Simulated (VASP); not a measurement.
# Pm (Fm-3m) in VASP: further runs, part 2 of 2

VASP 6.6.1.

## (4) Single point, LDA, collinear spin, ferromagnetic start

File INCAR:

```
PREC     = Accurate       # precision mode
ENCUT    = 350            # plane-wave cutoff, eV
EDIFF    = 1E-6           # SCF threshold, eV
ISMEAR   = -1             # smearing method
SIGMA    = 0.2            # smearing width, eV
LREAL    = F              # projectors in reciprocal space
LASPH    = T              # aspherical terms in the spheres
NELM     = 100            # most SCF steps
ALGO     = Normal         # electronic algorithm
ISIF     = 2              # what is computed and relaxed
LWAVE    = F              # write WAVECAR
LCHARG   = F              # write CHGCAR
ISPIN    = 2              # spin polarisation
MAGMOM   = 4              # initial moments
LORBIT   = 11             # projections on sites
LMAXMIX  = 6              # l up to which the mixer works
GGA      = CA             # functional
NBANDS   = 18             # bands
ADDGRID  = F
```

File KPOINTS:

```
Automatic mesh
0
Gamma
  5 5 5
```

File POSCAR:

```
Pm
1.0
   -0.0555010000      2.5655700000      2.5293400000
    2.5242190000     -0.0080540000      2.4818930000
    2.6229240000      2.6168280000     -0.1067590000
Pm
1
Direct
    0.0077670000      0.0042080000     -0.0216400000
```

Potentials or basis: VASP PAW PBE potentials, release 64 (Pm).

Run with:

```console
$ cat potpaw_PBE.64/Pm/POTCAR > POTCAR
$ mpirun -np 1 vasp_std > vasp.out
```

OUTCAR:

```text
PREC = Accurate
   ENCUT = 350
   EDIFF = 1E-6
   ISMEAR = -1
   LREAL = F
   LASPH = T
   NELM = 100
   ISIF = 2
   ISPIN = 2
   LORBIT = 11
   GGA = CA

 Found     63 irreducible k-points:

 Following reciprocal coordinates:
            Coordinates               Weight
  0.000000  0.000000  0.000000      1.000000
  0.200000  0.000000  0.000000      2.000000
  0.400000 -0.000000  0.000000      2.000000
  0.000000  0.200000 -0.000000      2.000000
  0.200000  0.200000  0.000000      2.000000
  0.400000  0.200000  0.000000      2.000000
   k-points           NKPTS =     63   k-points in BZ     NKDIM =     63   number of bands    NBANDS=     18
   number of dos      NEDOS =    301   number of ions     NIONS =      1
   total plane-waves  NPLWV =  13824
   dimension x,y,z NGX =    24 NGY =   24 NGZ =   24
   dimension x,y,z NGXF=    48 NGYF=   48 NGZF=   48
   ions per type =               1
   NGX,Y,Z   is equivalent  to a cutoff of  11.07, 11.27, 10.76 a.u.
   NGXF,Y,Z  is equivalent  to a cutoff of  22.15, 22.54, 21.53 a.u.
 SYSTEM =  unknown system
   PREC   = accura    normal or accurate (medium, high low for compatibility)
   ISTART =      0    job   : 0-new  1-cont  2-samecut
   ICHARG =      2    charge: 1-file 2-atom 10-const
   ISPIN  =      2    spin polarized calculation?
   LNONCOLLINEAR =      F non collinear calculations
   LSORBIT =      F    spin-orbit coupling
   LASPH  =      T    aspherical Exc in radial PAW
   ENCUT  =  350.0 eV  25.72 Ry    5.07 a.u.   5.50  5.40  5.65*2*pi/ulx,y,z
   NELM   =    100;   NELMIN=  2; NELMDL= -5     # of ELM steps
   EDIFF  = 0.1E-05   stopping-criterion for ELM
[... 19 lines left out ...]
     AMIX_MAG =   1.60;   BMIX_MAG =  1.00
  volume/ion in A,a.u.               =      34.51       232.91
  Fermi-wavevector in a.u.,A,eV,Ry     =   1.240052  2.343359 20.922083  1.537730
  Thomas-Fermi vector in A             =   2.374509
   LORBIT       =     11    0 simple, 1 ext, 2 COOP (PROOUT), +10 PAW based schemes
[... 5 lines left out ...]
   LRPA    =     F    only Hartree local field effects (RPA)
 spin polarized calculation
  energy-cutoff  :      350.00
  volume of cell :       34.51
 maximum number of plane-waves:       526
 NGX is ok and might be reduce to    24

 number of electron      15.0000000 magnetization       5.0779059

 Free energy of the ion-electron system (eV)
  ---------------------------------------------------
  ext. energy  EPLUGINS =         0.00000000
  ---------------------------------------------------
  free energy    TOTEN  =        -8.45728807 eV

  energy without entropy =       -7.53042857  energy(sigma->0) =       -7.99385832

 E-fermi :   5.5667     XC(G=0): -10.0605

 val. band max:        5.5640161992   @ k =   0.4000   0.2000   0.2000
 cond. band min:       5.5678557430   @ k =  -0.0000  -0.2000   0.2000
 fundamental gap:      0.0038395438
 Fermi energy:         5.5666564774

 spin component 1

 k-point     1 :       0.0000    0.0000    0.0000
  band No.  band energies     occupation
      1     -32.8908      1.00000
      2     -12.9703      1.00000
      3     -12.9124      1.00000
      4     -12.8675      1.00000
      5       1.4361      1.00000
      6       5.1142      0.90569
[... 10 lines left out ...]
     17       9.8491      0.00000
     18      14.8935      0.00000

 k-point     2 :       0.2000    0.0000    0.0000
  band No.  band energies     occupation
      1     -32.8518      1.00000
      2     -13.3089      1.00000
      3     -12.9932      1.00000
      4     -12.9203      1.00000
      5       2.4440      1.00000
      6       5.0815      0.91876
[... 10 lines left out ...]
     17       9.6843      0.00000
     18      15.4661      0.00000

 k-point     3 :       0.4000   -0.0000    0.0000
  band No.  band energies     occupation
      1     -32.7878      1.00000
      2     -13.8761      1.00000
      3     -13.0491      1.00000
      4     -13.0019      1.00000
      5       3.5573      0.99996
      6       5.1665      0.88087
[... 10 lines left out ...]
     17      11.3364      0.00000
     18      14.2404      0.00000

 k-point     4 :       0.0000    0.2000   -0.0000
  band No.  band energies     occupation
      1     -32.8455      1.00000
      2     -13.3033      1.00000
      3     -13.0108      1.00000
      4     -12.9579      1.00000
      5       2.4993      1.00000
      6       5.0780      0.92006
[... 10 lines left out ...]
     17       9.5209      0.00000
     18      15.3972      0.00000

 k-point     5 :       0.2000    0.2000    0.0000
  band No.  band energies     occupation
      1     -32.8342      1.00000
      2     -13.2926      1.00000
      3     -13.0748      1.00000
      4     -13.0435      1.00000
      5       2.8319      1.00000
      6       4.9848      0.94831
[... 10 lines left out ...]
     17      10.2152      0.00000
     18      17.4129      0.00000

 k-point     6 :       0.4000    0.2000    0.0000
  band No.  band energies     occupation
      1     -32.7794      1.00000
      2     -13.6875      1.00000
      3     -13.1889      1.00000
      4     -13.1499      1.00000
      5       4.0843      0.99940
      6       5.0633      0.92532
[... 10 lines left out ...]
     17      11.3918      0.00000
     18      15.4569      0.00000

 [... further k-points ...]

 spin component 2

 k-point     1 :       0.0000    0.0000    0.0000
  band No.  band energies     occupation
      1     -30.9437      1.00000
      2     -11.4042      1.00000
      3     -11.3356      1.00000
      4     -11.2840      1.00000
      5       2.1324      1.00000
      6       7.6778      0.00003
[... 10 lines left out ...]
     17      10.7659      0.00000
     18      15.8949      0.00000

 k-point     2 :       0.2000    0.0000    0.0000
  band No.  band energies     occupation
      1     -30.8993      1.00000
      2     -11.7855      1.00000
      3     -11.4284      1.00000
      4     -11.3423      1.00000
      5       3.1737      0.99999
      6       6.9461      0.00101
[... 10 lines left out ...]
     17      10.6804      0.00000
     18      16.2728      0.00000

 k-point     3 :       0.4000   -0.0000    0.0000
  band No.  band energies     occupation
      1     -30.8262      1.00000
      2     -12.4187      1.00000
      3     -11.4903      1.00000
      4     -11.4323      1.00000
      5       4.3028      0.99820
      6       7.4186      0.00010
[... 10 lines left out ...]
     17      12.3733      0.00000
     18      15.1577      0.00000

 k-point     4 :       0.0000    0.2000   -0.0000
  band No.  band energies     occupation
      1     -30.8925      1.00000
      2     -11.7754      1.00000
      3     -11.4488      1.00000
      4     -11.3850      1.00000
      5       3.2248      0.99999
      6       7.0159      0.00071
[... 10 lines left out ...]
     17      10.5365      0.00000
     18      16.1814      0.00000

 k-point     5 :       0.2000    0.2000    0.0000
  band No.  band energies     occupation
      1     -30.8795      1.00000
      2     -11.7661      1.00000
      3     -11.5186      1.00000
      4     -11.4818      1.00000
      5       3.5665      0.99995
      6       6.4801      0.01028
[... 10 lines left out ...]
     17      11.1900      0.00000
     18      18.0868      0.00000

 k-point     6 :       0.4000    0.2000    0.0000
  band No.  band energies     occupation
      1     -30.8166      1.00000
      2     -12.2081      1.00000
      3     -11.6434      1.00000
      4     -11.6029      1.00000
      5       4.8414      0.97408
      6       6.2567      0.03077
[... 10 lines left out ...]
     17      12.4170      0.00000
     18      16.3701      0.00000

 [... further k-points ...]
[... 5 lines left out ...]
  --------------------------------------------------------------------------------------
  -------------------------------------------------------------------------------------
  Total       -0.6857610     -0.6938245     -0.6558894     -0.0647813      0.0917032      0.2343216
  in kB      -31.8337366    -32.2080520    -30.4470673     -3.0072146      4.2569577     10.8774518
  external PRESSURE =     -31.4962853 kB  Pullay stress =       0.0000000 kB

 VOLUME and BASIS-vectors are now :
 -----------------------------------------------------------------------------
  energy-cutoff  :      350.00
  volume of cell :       34.51
      direct lattice vectors                 reciprocal lattice vectors
    -0.055501000  2.565570000  2.529340000    -0.188150331  0.196421533  0.191996440
     2.524219000 -0.008054000  2.481893000     0.199708474 -0.192047705  0.199180755
     2.622924000  2.616828000 -0.106759000     0.185079531  0.188976904 -0.187622612

 POSITION                                       TOTAL-FORCE (eV/Angst)
 -----------------------------------------------------------------------------------
      2.57635      2.58009     -0.07436         0.000000     -0.000000     -0.000000
 -----------------------------------------------------------------------------------
    total drift:                                0.000009     -0.000002      0.000001

  FREE ENERGIE OF THE ION-ELECTRON SYSTEM (eV)
  ---------------------------------------------------
  free  energy   TOTEN  =        -8.4572880666 eV

  energy  without entropy=       -7.5304285675  energy(sigma->0) =       -7.99385832

 total charge

# of ion       s       p       d       f       tot
--------------------------------------------------
    1        2.038   5.497   0.500   4.383  12.419

 magnetization (x)

# of ion       s       p       d       f       tot
--------------------------------------------------
    1       -0.001   0.017   0.162   4.366   4.544
```

It took 20 s on 1 thread of Intel Xeon 6975P-C (Granite Rapids), shared host; peak memory 0.16 GiB.

The run converged, but some of its settings lie outside the range that counts as converged, so its numbers aren't taken as properties of the crystal.

Results:

```
Free energy                                           : -8.4573 eV
Band gap on the k mesh                                : none (metal or under the smearing width)
Net moment                                            : 5.08 μB per cell
Site moments                                          : Pm +4.54 μB
Valence electrons inside the program's atomic spheres : Pm 12.42
```

Caveat: the k mesh is coarse (spacing up to 0.43 Å⁻¹), so the values aren't converged; the cutoff is under 1.25 times the usual one of these potentials, so pressure, stress and relaxed cells hold a basis-set (Pulay) error; the magnetic or orbital state may not be the lowest; the PAW data sets were made with another functional, which shifts forces and pressure a little; spin-orbit coupling is left out, which moves the levels of the heavy elements.

## (5) Single point, LDA, collinear spin, ferromagnetic start

This run uses another cell than the first one, of the same volume but with other edges.

INCAR: that of step 4 with these lines changed.

```diff
@@ -1,3 +1,3 @@
 PREC     = Accurate       # precision mode
-ENCUT    = 350            # plane-wave cutoff, eV
+ENCUT    = 400            # plane-wave cutoff, eV
 EDIFF    = 1E-6           # SCF threshold, eV
```

KPOINTS is that of step 4.

File POSCAR:

```
Pm
1.0
    0.0000000000      2.5841748100      2.5841748100
    2.5841748100      0.0000000000      2.5841748100
    2.5841748100      2.5841748100      0.0000000000
Pm
1
Direct
    0.0000000000      0.0000000000      0.0000000000
```

Run with:

```console
$ cat potpaw_PBE.64/Pm/POTCAR > POTCAR
$ mpirun -np 1 vasp_std > vasp.out
```

It took 5.6 s on 1 thread of Intel Xeon 6975P-C (Granite Rapids), shared host; peak memory 0.14 GiB.

The run converged, but some of its settings lie outside the range that counts as converged, so its numbers aren't taken as properties of the crystal.

What came out:

```yaml
Free_energy: -8.4673 eV
Pressure: -2.8 GPa
Band_gap_on_the_k_mesh: none (metal or under the smearing width)
Net_moment: 5.08 μB per cell
Site_moments: Pm +4.55 μB
Valence_electrons_inside_the_program's_atomic_spheres: Pm 12.41
```

Caveat: the k mesh is coarse (spacing up to 0.42 Å⁻¹), so the values aren't converged; the cutoff is under 1.25 times the usual one of these potentials, so pressure, stress and relaxed cells hold a basis-set (Pulay) error; the magnetic or orbital state may not be the lowest; the PAW data sets were made with another functional, which shifts forces and pressure a little; spin-orbit coupling is left out, which moves the levels of the heavy elements.
